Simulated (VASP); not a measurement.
# BiTe (R-3m) in VASP: a series of runs, part 3 of 3

VASP 6.6.1.

## Step 4: Phonons, LDA

POSCAR

```
BiTe
1.0
    2.4227077728      1.3987509848      3.3172919545
   -2.4227077728      1.3987509848      3.3172919545
    0.0000000000     -2.7975019696      3.3172919545
Bi Te
1 1
Direct
    0.5000000000      0.5000000000      0.5000000000
    0.0000000000      0.0000000000      0.0000000000
```

INCAR.step1

```
SYSTEM = BiTe
  ALGO = Normal
  EDIFF = 1E-8
  EDIFFG = -0.002
  ENCUT = 600
  IBRION = 2
  ISIF = 3
  ISMEAR = 0
  LASPH = .TRUE.
  LCHARG = .FALSE.
  LREAL = .FALSE.
  LWAVE = .FALSE.
  NELM = 80
  NSW = 40
  PREC = Accurate
  SIGMA = 0.02
```

INCAR.step2

```
SYSTEM = BiTe
  ALGO = Normal
  EDIFF = 1E-8
  ENCUT = 600
  IBRION = 6
  ISIF = 2
  ISMEAR = 0
  LASPH = .TRUE.
  LCHARG = .FALSE.
  LREAL = .FALSE.
  LWAVE = .FALSE.
  NELM = 80
  NFREE = 2
  NSW = 1
  POTIM = 0.015
  PREC = Accurate
  SIGMA = 0.02
```

KPOINTS

```
k-points
0
G
  5 5 5
  0 0 0
```

Potentials or basis: VASP PAW LDA potentials, release 64 (Bi_d, Te).

Run with:

```console
cat potpaw_LDA.64/Bi_d/POTCAR potpaw_LDA.64/Te/POTCAR > POTCAR
cp INCAR.step1 INCAR
mpirun -np 1 vasp_std > vasp.out
cp CONTCAR POSCAR
cp INCAR.step2 INCAR
mpirun -np 1 vasp_std > vasp.out
```

OUTCAR:

```text
SYSTEM = BiTe
   EDIFF = 1E-8
   ENCUT = 600
   IBRION = 6
   ISIF = 2
   ISMEAR = 0
   LASPH = .TRUE.
   LREAL = .FALSE.
   NELM = 80
   NFREE = 2
   NSW = 1
   POTIM = 0.015
   PREC = Accurate

 ion  position               nearest neighbor table
   1  0.500  0.500  0.500-   2 3.18   2 3.18   2 3.18   2 3.18   2 3.18   2 3.18
   2  0.000  0.000  0.000-   1 3.18   1 3.18   1 3.18   1 3.18   1 3.18   1 3.18

  LATTYP: Found a trigonal (rhomboedric) cell.
 ALAT       =     4.1654741872
 COS(alpha) =     0.3368162852

  Lattice vectors:

 A1 = (   2.3986472051,   1.3848596096,   3.1112426218)
 A2 = (  -2.3986472051,   1.3848596096,   3.1112426218)
 A3 = (   0.0000000000,  -2.7697192191,   3.1112426218)

Analysis of symmetry for initial positions (statically):
=====================================================================
 Subroutine PRICEL returns:
 Original cell was already a primitive cell.
[... 479 lines left out ...]
      5     -15.6778      2.00000
      6      -6.5408      2.00000
      7      -0.6112      2.00000
      8       4.2940      2.00000
      9       4.2940      2.00000
     10       5.9958      2.00000
     11       9.5093      0.00000
     12      10.3718      0.00000
     13      10.3718      0.00000
     14      11.2799      0.00000
[... 333 lines left out ...]
  FREE ENERGIE OF THE ION-ELECTRON SYSTEM (eV)
  ---------------------------------------------------
  free  energy   TOTEN  =        -8.5382139693 eV

  energy  without entropy=       -8.5374436449  energy(sigma->0) =       -8.53782881

 INTERNAL STRAIN TENSORS FROM DISPLACED ATOMS
 ============================================

 INTERNAL STRAIN TENSOR FOR ION    1 for displacements in x,y,z  (eV/Angst):
          X           Y           Z          XY          YZ          ZX
  --------------------------------------------------------------------------------
  x     0.00000     0.00000     0.00000     0.00000     0.00000     0.00000
  y     0.00000     0.00000     0.00000     0.00000     0.00000     0.00000
  z     0.00000     0.00000     0.00000     0.00000     0.00000     0.00000

 INTERNAL STRAIN TENSOR FOR ION    2 for displacements in x,y,z  (eV/Angst):
          X           Y           Z          XY          YZ          ZX
  --------------------------------------------------------------------------------
  x     0.00000     0.00000     0.00000     0.00000     0.00000     0.00000
  y     0.00000     0.00000     0.00000     0.00000     0.00000     0.00000
  z     0.00000     0.00000     0.00000     0.00000     0.00000     0.00000

 Eigenvectors and eigenvalues of the dynamical matrix
 ----------------------------------------------------

   1 f  =    3.018592 THz    18.966371 2PiTHz  100.689383 cm-1    12.483887 meV
             X         Y         Z           dx          dy          dz
      0.000000  0.000000  4.666864     0.000000   -0.615639    0.000000
      0.000000  0.000000  0.000000    -0.000000    0.788029    0.000000
[... 21 lines left out ...]
   6 f/i=    0.002129 THz     0.013379 2PiTHz    0.071025 cm-1     0.008806 meV
             X         Y         Z           dx          dy          dz
      0.000000  0.000000  4.666864     0.000000   -0.000000   -0.787508
      0.000000  0.000000  0.000000     0.000000    0.000000   -0.616305

 ELASTIC MODULI CONTR FROM IONIC RELAXATION (kBar)
 Direction    XX          YY          ZZ          XY          YZ          ZX
 --------------------------------------------------------------------------------
 XX           0.0000      0.0000      0.0000      0.0000      0.0000      0.0000
 YY           0.0000      0.0000      0.0000      0.0000      0.0000      0.0000
 ZZ           0.0000      0.0000      0.0000      0.0000      0.0000      0.0000
 XY           0.0000      0.0000      0.0000      0.0000      0.0000      0.0000
 YZ           0.0000      0.0000      0.0000      0.0000      0.0000      0.0000
 ZX           0.0000      0.0000      0.0000      0.0000      0.0000      0.0000
 --------------------------------------------------------------------------------
```

OUTCAR.step1:

```text
SYSTEM = BiTe
   EDIFF = 1E-8
   EDIFFG = -0.002
   ENCUT = 600
   IBRION = 2
   ISIF = 3
   ISMEAR = 0
   LASPH = .TRUE.
   LREAL = .FALSE.
   NELM = 80
   NSW = 40
   PREC = Accurate

 ion  position               nearest neighbor table
[... 718 lines left out ...]
      4     -15.6900      2.00000
      5     -15.6779      2.00000
      6      -6.5407      2.00000
      7      -0.6114      2.00000
      8       4.2942      2.00000
      9       4.2942      2.00000
     10       5.9955      2.00000
     11       9.5096      0.00000
     12      10.3727      0.00000
     13      10.3727      0.00000
     14      11.2789      0.00000
[... 333 lines left out ...]
  FREE ENERGIE OF THE ION-ELECTRON SYSTEM (eV)
  ---------------------------------------------------
  free  energy   TOTEN  =        -8.5387998276 eV

  energy  without entropy=       -8.5380227293  energy(sigma->0) =       -8.53841128

 reached required accuracy - stopping structural energy minimisation
```

OSZICAR.step1:

```text
N       E                     dE             d eps       ncg     rms          rms(c)
DAV:   1     0.163491428454E+03    0.16349E+03   -0.10871E+04   532   0.158E+03
DAV:   2     0.395384242106E+01   -0.15954E+03   -0.15773E+03   550   0.383E+02
DAV:   3    -0.820132658238E+01   -0.12155E+02   -0.11936E+02   676   0.108E+02
[... 238 lines left out ...]
DAV:   1    -0.853881780414E+01   -0.18273E-04   -0.53601E-04   640   0.376E-01    0.238E-02
DAV:   2    -0.853880296443E+01    0.14840E-04   -0.29484E-05   640   0.938E-02    0.101E-02
DAV:   3    -0.853879981087E+01    0.31536E-05   -0.11781E-05   654   0.536E-02    0.181E-03
DAV:   4    -0.853879982303E+01   -0.12151E-07   -0.34815E-07   568   0.559E-03    0.145E-03
DAV:   5    -0.853879982764E+01   -0.46116E-08   -0.73904E-08   738   0.382E-03
  26 F= -.85387998E+01 E0= -.85384113E+01  d E =-.296917E-06
```

Wall time 11 min (1 thread of Intel Xeon Platinum 8259CL at 2.50GHz (Skylake/Cascade Lake), shared host); peak memory 0.23 GiB.

Results:

| Quantity | Value |
| --- | --- |
| Relaxed volume | 31.00 Å³/atom |
| Relaxed cell | a = 4.165 Å, b = 4.165 Å, c = 4.165 Å, α = 70.32°, β = 70.32°, γ = 70.32° |
| Space group after relaxing (to 0.05 Å) | R-3m (No. 166) |
| Highest phonon frequency at Γ, LO-TO splitting left out | 101 cm⁻¹ |

The path:
```
step  energy change (eV)  largest force (eV/Å)  pressure (GPa)  volume (Å³)
   1              0.0000                0.0000           -3.45        67.45
   2             -0.0388                0.0000            2.26        60.60
   3             -0.0544                0.0000           -0.02        62.82
   4             -0.0544                0.0000            0.07        62.73
   5             -0.0546                0.0000           -0.08        62.85
   6             -0.0549                0.0000           -0.51        63.20
   7             -0.0549                0.0000           -0.38        63.09
   8             -0.0549                0.0000           -0.39        63.09
   9             -0.0551                0.0000           -0.42        63.11
  10             -0.0553                0.0000           -0.48        63.14
  11             -0.0556                0.0000           -0.59        63.21
  12             -0.0560                0.0000           -0.78        63.34
  13             -0.0565                0.0000           -0.77        63.29
  14             -0.0579                0.0000           -0.73        63.13
  15             -0.0596                0.0000           -0.68        62.81
  16             -0.0597                0.0000           -0.67        62.72
  17             -0.0605                0.0000           -0.47        62.51
  18             -0.0612                0.0000           -0.06        62.10
  19             -0.0613                0.0000           -0.02        62.05
  20             -0.0613                0.0000            0.00        62.04
  21             -0.0613                0.0000            0.00        62.03
  22             -0.0613                0.0000            0.00        62.02
  23             -0.0613                0.0000            0.01        62.00
  24             -0.0613                0.0000            0.02        61.96
  25             -0.0613                0.0000            0.01        61.99
  26             -0.0613                0.0000           -0.01        62.01
```

Final structure:
```cif
data_structure
_symmetry_space_group_name_H-M 'P 1'
_symmetry_Int_Tables_number 1
_cell_length_a 4.1655
_cell_length_b 4.1655
_cell_length_c 4.1655
_cell_angle_alpha 70.317
_cell_angle_beta 70.317
_cell_angle_gamma 70.317
_cell_volume 62.01
loop_
_atom_site_label
_atom_site_type_symbol
_atom_site_fract_x
_atom_site_fract_y
_atom_site_fract_z
_atom_site_occupancy
Bi1 Bi 0.50000 0.50000 0.50000 1
Te1 Te 0.00000 0.00000 0.00000 1
```

Phonon frequencies in cm⁻¹ (negative: imaginary):
```
              q point       frequencies
(0.000, 0.000, 0.000)  0 0 0 95 101 101
```

Caveat: spin-orbit coupling is left out, which moves the levels of the heavy elements.

## Step 5: The runs side by side

```tsv
task	cell	k mesh	cutoff (eV)	gap on the mesh (eV)	pressure (GPa)
electric field gradients	as given	7 × 7 × 7	520	none	-3.3
core levels	as given	7 × 7 × 7	520	none	-3.3
phonons	relaxed	5 × 5 × 5	600	-	-
```

Alike in all rows: level LDA; potentials or basis VASP PAW LDA potentials, release 64 (Bi_d, Te); no spin polarisation; smearing gaussian 0.02 eV.

Caveats: spin-orbit coupling is left out, which moves the levels of the heavy elements.

Total energies depend on the potentials used, so only differences within one code and one set of settings carry meaning.
